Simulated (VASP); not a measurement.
Sb, 1 atom in the cell. It takes space group Fm-3m (No. 225, cubic). The conventional cell has a = 4.742 Å, b = 4.742 Å, c = 4.742 Å, α = 90.00°, β = 90.00°, γ = 90.00°. Sb (site symmetry m-3m) is surrounded by 12 Sb at 3.35 Å. This isn't the form of Sb at room conditions, which is rhombohedral.

- Program: VASP 6.6.1
- Task: single point
- Functional: PBEsol
- Potentials or basis: VASP PAW PBE potentials, release 64 (Sb)
- Cutoff: 520 eV
- k mesh: 6 × 6 × 6
- Occupations: gaussian, width 0.1 eV
- Spin: no spin polarisation
- Dipole correction: no
- Further INCAR settings: ALGO = Fast; EDIFF = 1e-07; NBANDS = 8

Potentials or basis: VASP PAW PBE potentials, release 64 (Sb).

Command:

```console
$ cat potpaw_PBE.64/Sb/POTCAR > POTCAR
$ mpirun -np 1 vasp_std > vasp.out
```

Hardware: 1 thread of Intel(R) Xeon(R) Platinum 8488C (Sapphire Rapids), on a shared host.

Q: Estimate the wall time of this run.

A: It took 4.5 s on 1 thread of Intel(R) Xeon(R) Platinum 8488C (Sapphire Rapids), on a shared host, peak memory 0.15 GiB. Counts: scf iterations 11, k points 16.
